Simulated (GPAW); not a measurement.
The system is Be.

```xyz
2
Lattice="2.2853 0.0000 0.0000 -1.1426 1.9791 0.0000 0.0000 0.0000 3.5842" Properties=species:S:1:pos:R:3 pbc="T T T"
Be    1.1427    0.6597    2.6882
Be    0.0000    1.3194    0.8961
```

Program: GPAW 26.7.0. Alike in all runs: no spin polarisation; cell as given; cutoff (eV) 800.

Order these runs on this cell by their pressure, lowest first.
A. level PBE; potentials or basis PAW data sets generated in the run's folder for this functional, pw; k mesh 11 × 11 × 6; smearing fermi-dirac 0.05 eV; band path GMKGALHA,LM,KH; band points 60
B. level TASK; potentials or basis GPAW PAW data sets (gpaw-data 1.2.1), pw; k mesh 11 × 11 × 6; smearing fermi-dirac 0.05 eV; band path GMKGALHA,LM,KH; band points 60
C. level RPBE; potentials or basis the program's PAW data sets (release 1.2.1) made for this functional, pw; k mesh 13 × 13 × 8; smearing gaussian 0.02 eV
D. level LDA; potentials or basis the program's PAW data sets (release 1.2.1) made for this functional, pw; k mesh 13 × 13 × 8; smearing gaussian 0.05 eV
E. level PBE; potentials or basis GPAW PAW data sets (gpaw-data 1.2.1), pw; k mesh 13 × 13 × 8; smearing fermi-dirac 0.05 eV

D (-7.0 GPa), A (-2.9 GPa), E (-1.3 GPa), C (1.9 GPa), B (12.6 GPa).

Caveats: the PAW data sets were made with another functional, which shifts forces and pressure a little (some runs).

Not every run made on this cell is shown here.
